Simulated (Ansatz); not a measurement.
**Trial structures of LiH: starts and ends**

All numbers below come from DFT PBE, scalar-relativistic, plane waves, PAW in Ansatz 0.2.0. All cells share a 420 eV cutoff and Γ-centred k meshes spaced at most about 0.3 Å⁻¹ (2π included). No spin polarisation in the final relaxations.

Each guess was relaxed in cell and atoms at zero pressure, within the symmetry of its start. These are static total energies at zero pressure. Coordination counts H atoms around Li (those within 1.25 times the shortest such distance or 1.15 times the sum of covalent radii, 1.27 where that leaves under three).

| guess | made from | start group | V start (Å³/atom) | end group | V end (Å³/atom) | coordination at the end | gap on mesh (eV) | E over the lowest end (meV/atom) |
| --- | --- | --- | --- | --- | --- | --- | --- | --- |
| 1 | random cell | I4_1/amd | 5.2 | ? | ? | ? | ? | ? |
| 2 | random cell | F-43m | 9.4 | F-43m (zinc blende) | 9.8 | Li 4 | 4.24 | 0 |
| 3 | CrC type | P-6m2 | 7.7 | P-6m2 (tungsten carbide) | 8.3 | Li 6 | 1.87 | 69 |
| 4 | random cell | P3_112 | 7.9 | P6_422 | 8.9 | Li 4 | 3.07 | 59 |
| 5 | MnPt type | P4/mmm | 9.6 | Pm-3m (caesium chloride) | 7.9 | Li 8 | 0.71 | 187 |

Guess 1 as it starts:

```
Li H
1.0
    -1.42391    1.42391    2.55877
     1.42391   -1.42391    2.55877
     1.42391    1.42391   -2.55877
Li H
2 2
Direct
  0.50000 0.50000 0.00000
  0.25000 0.75000 0.50000
  0.75000 0.25000 0.50000
  0.00000 0.00000 0.00000
```

Task: Predict the end of this guess and its energy over the lowest end.

Result: It ends in space group I4_1/amd (No. 141), with a = 2.693 Å, c = 11.469 Å, 10.4 Å³/atom and a gap of 0.19 eV; its coordination is Li 4. It lies 114 meV/atom over the lowest end, above guess 3 and below guess 5. Counting H atoms around Li, this end and the lowest (guess 2) both have Li 4.

```
Li H
1.0
    -1.34660    1.34660    5.73451
     1.34660   -1.34660    5.73451
     1.34660    1.34660   -5.73451
Li H
2 2
Direct
  0.50000 0.50000 0.00000
  0.25000 0.75000 0.50000
  0.75000 0.25000 0.50000
  0.00000 0.00000 0.00000
```

The zero of energy is the elements' standard structures at the same level (H₂ as a molecule); no fitted shifts are applied.

Task: Is the lowest end bound against the elements?

Result: Yes: its formation energy is −0.369 eV/atom. It lies below the elements, which doesn't yet make it stable against other compounds or structures.

Kohn–Sham gaps at this level usually fall short of measured ones. With hydrogen, zero-point motion can shift formation energies by some tens of meV/atom. Cells relaxed within their symmetry can be saddle points. The part of the Crystallography Open Database at hand lists LiH in space group No. 225, which no cell shown has. Some types were kept out of the candidates beforehand, so the set may lack a known form.
